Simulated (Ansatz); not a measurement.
# SiO2 with one O vacancy: vacancy hop, part 2 of 2

How high is the barrier for the vacancy hop? Relax the two ends, then run a nudged elastic band between them. Host space group Pbcn.

Ansatz 0.2.0; DFT PBE+D3(BJ), plane waves, PAW, scalar-relativistic, no spin polarisation.

### 6 The band

crystal.atoms is end A as relaxed above, and neb.final_atoms is end B. With 3 inner images the band has 5 in all.

File input.yaml:

```yaml
crystal:
  lattice:
    - [0.0, 5.0462, 4.4946]
    - [4.097, 0.0, 4.4946]
    - [4.097, 5.0462, 0.0]
  atoms:
    - { symbol: Si, position: [0.20058538, 0.05151842, 0.94948309] }
    - { symbol: Si, position: [0.28619269, 0.44823819, 0.06281563] }
    - { symbol: Si, position: [0.80208029, 0.94942212, 0.04713149] }
    - { symbol: Si, position: [0.20770596, 0.04500493, 0.44809233] }
    - { symbol: O, position: [0.3985868, 0.51904149, 0.21748515] }
    - { symbol: O, position: [0.26570357, 0.15709989, 0.6115532] }
    - { symbol: O, position: [0.36951671, 0.71372731, 0.51520301] }
    - { symbol: O, position: [0.46722813, 0.11261719, 0.15191681] }
    - { symbol: O, position: [0.09625388, 0.99322789, 0.28363026] }
    - { symbol: O, position: [0.23153667, 0.34739518, 0.88433723] }
    - { symbol: O, position: [0.13403033, 0.78802507, 0.98224563] }
    - { symbol: Si, position: [0.71647176, 0.54032842, 0.44803559] }
    - { symbol: Si, position: [0.79945058, 0.95227999, 0.54825598] }
    - { symbol: Si, position: [0.30004881, 0.45431008, 0.54787914] }
    - { symbol: Si, position: [0.69898951, 0.54838291, 0.94907831] }
    - { symbol: O, position: [0.90581275, 0.01850199, 0.71063714] }
    - { symbol: O, position: [0.77060383, 0.65131394, 0.11131935] }
    - { symbol: O, position: [0.86521645, 0.21500268, 0.01633693] }
    - { symbol: O, position: [0.96501168, 0.61535642, 0.64741048] }
    - { symbol: O, position: [0.59412395, 0.481974, 0.78968198] }
    - { symbol: O, position: [0.73646023, 0.84635009, 0.38283144] }
    - { symbol: O, position: [0.63628427, 0.28402073, 0.48187951] }
    - { symbol: O, position: [0.53518228, 0.88595127, 0.84583011] }
basis:
  ecutwfc: 420.0
kpoints:
  mp_grid: { grid: [2, 2, 2] }
hamiltonian:
  xc: pbe
  dispersion: d3bj
  pseudopotentials: { kind: paw, azcp: { folder: soft_1 } }
scf:
  occupations: { method: gaussian, width: 0.02 }
  lower_state_search: "off"
neb:
  images: 3
  f_tol: 0.05
  initial_path: linear
  max_iterations: 80
  final_atoms:
    - { symbol: Si, position: [0.20063817, 0.04597557, 0.95101822] }
    - { symbol: Si, position: [0.29319748, 0.45439425, 0.05144181] }
    - { symbol: Si, position: [0.78527168, 0.95931099, 0.0506191] }
    - { symbol: Si, position: [0.2143016, 0.05238732, 0.43597433] }
    - { symbol: O, position: [0.40434667, 0.50726094, 0.21545378] }
    - { symbol: O, position: [0.26901224, 0.15301459, 0.61462359] }
    - { symbol: O, position: [0.36647089, 0.712479, 0.51674108] }
    - { symbol: O, position: [0.03294568, 0.38790909, 0.34742992] }
    - { symbol: O, position: [0.10184212, 0.98146734, 0.28154393] }
    - { symbol: O, position: [0.23476344, 0.34325574, 0.88753438] }
    - { symbol: O, position: [0.13116662, 0.78639806, 0.98387892] }
    - { symbol: Si, position: [0.69829412, 0.55103931, 0.45205837] }
    - { symbol: Si, position: [0.80154984, 0.95200273, 0.54992607] }
    - { symbol: Si, position: [0.29989983, 0.44895765, 0.54963558] }
    - { symbol: Si, position: [0.70108624, 0.54802109, 0.95074109] }
    - { symbol: O, position: [0.9064571, 0.0183449, 0.70939866] }
    - { symbol: O, position: [0.76398416, 0.65403078, 0.11628007] }
    - { symbol: O, position: [0.86428026, 0.21623263, 0.01718357] }
    - { symbol: O, position: [0.96531939, 0.61449066, 0.65320568] }
    - { symbol: O, position: [0.59477333, 0.48177875, 0.7884961] }
    - { symbol: O, position: [0.72979136, 0.84914456, 0.38771778] }
    - { symbol: O, position: [0.63527709, 0.28539639, 0.48280125] }
    - { symbol: O, position: [0.53558067, 0.88505764, 0.85154674] }
  order_check: true
```

On the command line:

```console
$ ansatz run input.yaml --threads 1 --pin off --max-ram 3072MiB --backend cpu --events-out ev --progress --plain --runs-dir out
```

The log of the run, shortened:

```text
Warning: neb: disabling space-group detection — the band's intermediate images generally break the endpoint symmetry, so no spatial operation reduces the k-mesh or symmetrises the density, except that a semilocal band can use its path's symmetry ahead of convergence; time reversal is [...]
Warning: RAYON_NUM_THREADS=1 ignored (pool sized by the plan → 1); use --threads N
[...]
Pseudopotentials: kind: paw
Pseudopotential: Si, paw, valence charge 4, recommended cutoff 420 eV (normal), <dir>
Pseudopotential: O, paw, valence charge 6, recommended cutoff 420 eV (normal), <dir>
Functional definition: PBE
[...]
NEB image 0
Crystal: 23 atoms, lattice volume = 185.845 Å³
Basis set: ecut = 420 eV, 3627 PW (Γ), exchange–correlation on 96×90×90 points (8 copies of the dense FFT grid, shifted against one another)
Bands: 84, of which v1, the nominal top of the filled ones, is band 61 counted from 1 (60 counted from 0)
Symmetry: 1 space group operations
k-points: 8
[...]
SCF iter   1: F=—  HF=-13628.705383 eV  |F-HF|=—  |Δ(HF+E_count)|=         —  Δρ=1.39e-1  dr2=2.93e1  ethr=3.10e-3  ⟨swp⟩=6.2  Hψ=3064  notcnv=0  defer=78
[...]
NSCF: frozen V_eff on 8 k-points
NEB image 4
[...]
NSCF: frozen V_eff on 8 k-points
NEB end point (image 0): max|allowed force component| = 1.944e-2 eV/Å (the criterion of neb.relax_end_points is 1.000e-2)
NEB end point (image 4): max|allowed force component| = 2.565e-2 eV/Å (the criterion of neb.relax_end_points is 1.000e-2)
NEB image 1
[...]
SCF iter   4: F=—  HF=-13617.243827 eV  |F-HF|=—  |Δ(HF+E_count)|=   5.14e-2  Δρ=3.27e-3  dr2=1.25e-2  ethr=3.67e-4  ⟨swp⟩=3.8  Hψ=1052  notcnv=0  defer=133
[...]
NEB image 2
[...]
NEB image 3
[...]
NEB iter   1: max|band force component| = 1.951e1 eV/Å  barrier→ = 9.1666 eV  barrier← = 9.1663 eV  Δτ_max = 0.1016 Å  (49 SCF iters)
[...]
NEB iter   5: max|band force component| = 2.259e-1 eV/Å  barrier→ = 4.1787 eV  barrier← = 4.1784 eV  CI = image 2  Δτ_max = 0.0151 Å  (22 SCF iters)
[...]
NEB iter   6: max|band force component| = 1.382e-1 eV/Å  barrier→ = 4.1710 eV  barrier← = 4.1707 eV  CI = image 2  Δτ_max = 0.0115 Å  (19 SCF iters)
NEB image 1
[...]
NEB image 2
[...]
NEB image 3
[...]
```

### 7 The log goes on: band between the two ends

Output, continued, shortened:

```text
NEB iter   7: max|band force component| = 9.080e-2 eV/Å  barrier→ = 4.1671 eV  barrier← = 4.1668 eV  CI = image 2  Δτ_max = 0.0055 Å  (19 SCF iters)
[...]
NEB iter   8: max|band force component| = 4.135e-2 eV/Å  barrier→ = 4.1663 eV  barrier← = 4.1660 eV  CI = image 2  Δτ_max = 0.0000 Å  (270 SCF iters)
Free energy (F): -13616.959692 eV
[...]
E sigma→0 (E₀):  -13616.959472 eV
Entropy (-TS):   -0.000439 eV (-0.019 meV/atom)
Fermi energy:    13.456589 eV
[...]
--- Forces (eV/Å), atoms counted from 1 ---
  atom   1  Si    -0.00421159    -0.00140616    -0.00995028
  atom   2  Si    -0.00091253    -0.00502318    -0.00989918
  atom   3  Si    -0.01014086     0.00233789     0.00484429
  atom   4  Si    -0.00320170     0.01239900     0.00600175
  atom   5  O     -0.00084084    -0.00044652    -0.00036564
  atom   6  O     -0.00224034    -0.00008546    -0.00640517
[...]
    - { symbol: Si, position: [0.7964873233744548, 0.9503223563942317, 0.546126624816448] }
    - { symbol: Si, position: [0.3028577330340409, 0.4436573704917522, 0.538996581560859] }
    - { symbol: Si, position: [0.7041023727335431, 0.5499897473165207, 0.9529491516387282] }
    - { symbol: O, position: [0.9017756414109566, 0.01788891325788583, 0.7117613576766784] }
    - { symbol: O, position: [0.7754706386266037, 0.6492224729825626, 0.10983080315158367] }
    - { symbol: O, position: [0.867920355728397, 0.2207895177546666, 0.017901333604643854] }
    - { symbol: O, position: [0.9657746061603253, 0.6112003725462228, 0.6451627031243119] }
    - { symbol: O, position: [0.5988244030698399, 0.4824278820284459, 0.7872833336742916] }
    - { symbol: O, position: [0.725193628458565, 0.8510189128770952, 0.38924111630376834] }
    - { symbol: O, position: [0.6326794370629363, 0.2795275096999074, 0.48115105547514425] }
    - { symbol: O, position: [0.5348193220198987, 0.8891068210271678, 0.8539075645679812] }
```

Wall time 2.6 min (1 thread of AMD EPYC 9R45 (Zen 5), shared host); peak memory 0.73 GiB.

### 8 What the band shows

Images 0 and 4 are the ends. Energies count from image 0; the path length is the program's own measure over all atoms.

```tsv
image	path (Å)	energy (eV)	O8–Si12 (Å)	Si3–O8 (Å)	O8 x y z (Å)	band force (eV/Å)
0	0.000	0.0000	3.31	1.77	1.08 3.12 2.61	-
1	0.659	1.7227	3.33	2.30	1.55 2.85 2.43	0.035
2*	1.319	4.1663	2.84	2.83	2.05 2.52 2.25	0.016
3	1.981	1.7095	2.30	3.33	2.55 2.20 2.06	0.041
4	2.643	0.0003	1.77	3.31	3.01 1.92 1.89	-
```

The star marks the climbing image.

image, energy (eV) and a bar:
```
        0      0.000 
        1      1.723 ############
        2      4.166 ##############################
        3      1.710 ############
        4      0.000
```

The top of the band by iteration:

```tsv
iteration	highest image above image 0 (eV)	largest band force (eV/Å)
1	9.1666	19.514
2	5.7420	8.984
3	4.4898	3.090
4	4.2148	0.570
5	4.1787	0.226
6	4.1710	0.138
7	4.1671	0.091
8	4.1663	0.041
```

The band as a trajectory file:

```xyz
23
Lattice="0.000 5.046 4.495 4.097 0.000 4.495 4.097 5.046 0.000" Properties=species:S:1:pos:R:3 pbc="T T T" image=0 dE=0.0000
Si    4.101    5.803    1.133
Si    2.094    1.761    3.301
Si    4.083    4.285    7.872
Si    2.020    3.309    1.136
O     3.018    3.109    4.124
O     3.149    4.427    1.900
O     5.035    4.464    4.869
O     1.084    3.124    2.606
O     5.231    1.917    4.897
O     5.046    5.631    2.602
O     7.253    5.633    4.144
Si    4.049    5.876    5.649
Si    6.148    6.801    7.873
Si    4.106    4.279    3.391
Si    6.135    8.316    5.606
O     2.987    8.157    4.154
O     3.125    4.450    6.391
O     0.948    4.448    4.855
O     5.174    8.137    7.103
O     5.210    6.983    4.837
O     5.036    5.648    7.114
O     3.138    5.642    4.136
O     7.095    6.969    6.387
23
Lattice="0.000 5.046 4.495 4.097 0.000 4.495 4.097 5.046 0.000" Properties=species:S:1:pos:R:3 pbc="T T T" image=1 dE=1.7227
Si    4.147    5.841    1.155
Si    2.092    1.643    3.426
Si    4.122    4.297    7.868
Si    2.053    3.416    0.993
O     3.030    3.103    4.182
O     3.162    4.480    1.847
O     5.008    4.484    4.857
O     1.545    2.848    2.433
O     5.211    1.928    4.820
O     5.048    5.591    2.640
O     7.277    5.604    4.164
Si    3.945    5.947    5.688
Si    6.125    6.766    7.849
Si    4.045    4.266    3.384
Si    6.143    8.329    5.628
O     3.016    8.156    4.113
O     3.143    4.410    6.425
O     0.971    4.450    4.861
O     5.151    8.122    7.095
O     5.214    6.993    4.836
O     5.075    5.578    7.106
O     3.111    5.623    4.104
O     7.124    6.991    6.402
23
Lattice="0.000 5.046 4.495 4.097 0.000 4.495 4.097 5.046 0.000" Properties=species:S:1:pos:R:3 pbc="T T T" image=2 dE=4.1663
Si    4.166    5.842    1.143
Si    2.043    1.593    3.525
Si    4.174    4.237    7.846
Si    2.052    3.451    0.974
O     3.017    3.116    4.203
O     3.153    4.507    1.834
O     5.003    4.493    4.854
O     2.047    2.522    2.249
O     5.174    1.929    4.790
O     5.038    5.583    2.665
O     7.285    5.597    4.139
Si    4.018    5.853    5.642
Si    6.131    6.775    7.851
Si    4.026    4.248    3.355
Si    6.158    8.362    5.637
O     2.989    8.142    4.134
O     3.110    4.467    6.403
O     0.978    4.470    4.893
O     5.147    8.129    7.088
O     5.202    6.995    4.860
O     5.081    5.624    7.084
O     3.116    5.621    4.100
O     7.141    7.008    6.400
23
Lattice="0.000 5.046 4.495 4.097 0.000 4.495 4.097 5.046 0.000" Properties=species:S:1:pos:R:3 pbc="T T T" image=3 dE=1.7095
Si    4.146    5.824    1.115
Si    2.041    1.629    3.505
Si    4.247    4.144    7.800
Si    2.002    3.401    1.073
O     2.981    3.117    4.173
O     3.143    4.500    1.859
O     5.011    4.486    4.830
O     2.551    2.196    2.065
O     5.162    1.941    4.811
O     5.029    5.611    2.652
O     7.280    5.606    4.137
Si    4.069    5.794    5.620
Si    6.146    6.808    7.860
Si    4.045    4.249    3.344
Si    6.164    8.371    5.639
O     2.977    8.144    4.157
O     3.117    4.512    6.382
O     0.984    4.467    4.889
O     5.164    8.146    7.086
O     5.176    6.980    4.880
O     5.048    5.681    7.063
O     3.124    5.641    4.132
O     7.137    7.015    6.393
23
Lattice="0.000 5.046 4.495 4.097 0.000 4.495 4.097 5.046 0.000" Properties=species:S:1:pos:R:3 pbc="T T T" image=4 dE=0.0003
Si    4.085    5.811    1.108
Si    2.072    1.739    3.360
Si    4.138    4.218    7.841
Si    2.001    3.281    1.199
O     2.961    3.128    4.097
O     3.145    4.459    1.897
O     5.036    4.457    4.849
O     3.013    1.919    1.892
O     5.175    1.935    4.869
O     5.043    5.663    2.598
O     7.253    5.627    4.124
Si    4.110    5.805    5.615
Si    6.153    6.820    7.882
Si    4.091    4.287    3.366
Si    6.140    8.335    5.614
O     2.982    8.154    4.157
O     3.156    4.442    6.373
O     0.956    4.448    4.856
O     5.194    8.167    7.101
O     5.204    6.980    4.839
O     5.067    5.639    7.097
O     3.147    5.642    4.138
O     7.115    7.000    6.385
```

### 9 Another band, settings changed

crystal.atoms is end A as relaxed above, and neb.final_atoms is end B. With 4 inner images the band has 6 in all.

Edit input.yaml of step 6 so:

```diff
@@ -40,7 +40,9 @@
   lower_state_search: "off"
+  max_iter: 55
 neb:
-  images: 3
+  images: 4
   f_tol: 0.05
-  initial_path: linear
-  max_iterations: 80
+  max_iterations: 50
+  order_check: false
+  climbing: false
   final_atoms:
@@ -69,2 +71 @@
     - { symbol: O, position: [0.53558067, 0.88505764, 0.85154674] }
-  order_check: true
```

On the command line:

```console
$ ansatz run input.yaml --threads 1 --pin off --max-ram 3072MiB --backend cpu --events-out ev --progress --plain --runs-dir out
```

The log of the run, shortened:

```text
Warning: neb: disabling space-group detection — the band's intermediate images generally break the endpoint symmetry, so no spatial operation reduces the k-mesh or symmetrises the density, except that a semilocal band can use its path's symmetry ahead of convergence; time reversal is [...]
Warning: RAYON_NUM_THREADS=1 ignored (pool sized by the plan → 1); use --threads N
[...]
[... 4 set-up lines as earlier in the session ...]
[...]
NEB image 0
Crystal: 23 atoms, lattice volume = 185.845 Å³
Basis set: ecut = 420 eV, 3627 PW (Γ), exchange–correlation on 96×90×90 points (8 copies of the dense FFT grid, shifted against one another)
Bands: 84, of which v1, the nominal top of the filled ones, is band 61 counted from 1 (60 counted from 0)
[... 1 set-up line as earlier in the session ...]
k-points: 8
[...]
SCF iter   1: F=—  HF=-13628.705383 eV  |F-HF|=—  |Δ(HF+E_count)|=         —  Δρ=1.39e-1  dr2=2.93e1  ethr=3.10e-3  ⟨swp⟩=6.2  Hψ=3064  notcnv=0  defer=78
[...]
NSCF: frozen V_eff on 8 k-points
NEB image 5
[...]
NSCF: frozen V_eff on 8 k-points
NEB end point (image 0): max|allowed force component| = 1.944e-2 eV/Å (the criterion of neb.relax_end_points is 1.000e-2)
NEB end point (image 5): max|allowed force component| = 2.565e-2 eV/Å (the criterion of neb.relax_end_points is 1.000e-2)
NEB image 1
[...]
SCF iter   4: F=—  HF=-13618.575182 eV  |F-HF|=—  |Δ(HF+E_count)|=   4.90e-2  Δρ=2.65e-3  dr2=8.42e-3  ethr=3.77e-4  ⟨swp⟩=3.9  Hψ=1091  notcnv=0  defer=136
[...]
NEB image 2
[...]
NEB image 3
[...]
NEB image 4
[...]
NEB iter   1: max|band force component| = 1.905e1 eV/Å  barrier→ = 8.0353 eV  barrier← = 8.0350 eV  Δτ_max = 0.0981 Å  (58 SCF iters)
[...]
NEB iter   3: max|band force component| = 2.667e0 eV/Å  barrier→ = 3.9015 eV  barrier← = 3.9012 eV  Δτ_max = 0.0444 Å  (30 SCF iters)
[...]
NEB iter   4: max|band force component| = 6.348e-1 eV/Å  barrier→ = 3.6556 eV  barrier← = 3.6553 eV  Δτ_max = 0.0266 Å  (30 SCF iters)
NEB image 1
[...]
NEB image 2
```

### 10 More of the same log: band between the two ends

Output, continued, shortened:

```text
[...]
NEB image 3
[...]
NEB image 4
[...]
NEB iter   5: max|band force component| = 2.395e-1 eV/Å  barrier→ = 3.6110 eV  barrier← = 3.6108 eV  Δτ_max = 0.0150 Å  (27 SCF iters)
[...]
NEB iter   9: max|band force component| = 2.375e-1 eV/Å  barrier→ = 3.5980 eV  barrier← = 3.5977 eV  Δτ_max = 0.0018 Å  (22 SCF iters)
[...]
NEB iter  10: max|band force component| = 4.740e-2 eV/Å  barrier→ = 3.5976 eV  barrier← = 3.5973 eV  Δτ_max = 0.0000 Å  (20 SCF iters)
Free energy (F): -13617.528410 eV
[...]
E sigma→0 (E₀):  -13617.528410 eV
Fermi energy:    13.420636 eV
[...]
--- Forces (eV/Å), atoms counted from 1 ---
  atom   1  Si     0.09480970     0.01488412     0.11663348
  atom   2  Si     0.37815062    -0.06170123    -0.34569158
  atom   3  Si    -0.51024373     0.71330552     0.25294694
  atom   4  Si     0.35401648    -0.06038640    -0.35291403
[...]
    - { symbol: Si, position: [0.7969403295470049, 0.9504994762257019, 0.5445325254986837] }
    - { symbol: Si, position: [0.3048638213431262, 0.44460602455411846, 0.5390216642147878] }
    - { symbol: Si, position: [0.7022406942358156, 0.550572691416877, 0.9507975315377797] }
    - { symbol: O, position: [0.8994819669566336, 0.01804232954013868, 0.7158942577099263] }
    - { symbol: O, position: [0.7697773180120898, 0.6591830679922354, 0.10681622620658338] }
    - { symbol: O, position: [0.8649124331652738, 0.2194517376072777, 0.018075846521702243] }
    - { symbol: O, position: [0.9654285171723778, 0.6123211100313024, 0.6453373343309589] }
    - { symbol: O, position: [0.594999988761277, 0.4809049745313575, 0.7917325520990821] }
    - { symbol: O, position: [0.7237060640742142, 0.8565553028075269, 0.3831361825516697] }
    - { symbol: O, position: [0.6325140691276472, 0.27819810695203756, 0.4811789406392588] }
    - { symbol: O, position: [0.5354497773462319, 0.8889933288535334, 0.8515666473294125] }
```

Run time: 98 s. Hardware: 1 thread of AMD EPYC 9R45 (Zen 5), shared host; peak memory 0.74 GiB.

### 11 The band, image by image

The 4 inner images lie between the fixed ends 0 and 5. Energy is taken from image 0, and the path length is the program's own coordinate along the band.

```tsv
image	path (Å)	energy (eV)	O8–Si12 (Å)	Si3–O8 (Å)	O8 x y z (Å)	band force (eV/Å)
0	0.000	0.0000	3.31	1.77	1.08 3.12 2.61	-
1	0.539	1.1038	3.44	2.18	1.44 2.92 2.47	0.009
2	1.078	3.5976	2.99	2.67	1.86 2.65 2.32	0.014
3	1.617	3.5775	2.66	3.00	2.24 2.39 2.18	0.047
4	2.156	1.0780	2.17	3.45	2.66 2.13 2.03	0.013
5	2.694	0.0003	1.77	3.31	3.01 1.92 1.89	-
```

image, energy (eV) and a bar:
```
        0      0.000 
        1      1.104 #########
        2      3.598 ##############################
        3      3.577 ##############################
        4      1.078 #########
        5      0.000
```

### 12 Results

The summary covers parts 1 to 2.

```
                                quantity                                                                     value
                                   end A                                                   5 moves, 1.050 eV lower
                                   end B                                                   5 moves, 0.373 eV lower
            first band: barrier forwards                                                                   4.17 eV
           first band: barrier backwards                                                                   4.17 eV
first band: second end relative to first                                                                  0.000 eV
               first band: highest image                                                     2 of 0 to 4, climbing
             first band: band iterations                                                                         8
first band: lowest curvatures at the top                                                     -15.13 and 5.99 eV/Å²
                             second band  top 3.598 eV above image 0, 10 iterations, 4 inner images, none climbing
             time, first and second band                                                          2.6 min and 98 s
```

In the first band: along this path the system climbs 4.17 eV from the first end (161 kT at 300 K); with a typical attempt rate of 10^13 per second that is roughly 10^-57 events a second. The two ends lie within 1 meV of each other. One curvature at the top is negative and the next is not: a first-order saddle point. The second band's top lies 569 meV below the first's, as a band that doesn't climb stops under the top. As for the second band: no image climbs in it. The value is not shown to be converged in cell size (23 atoms) or k-mesh.
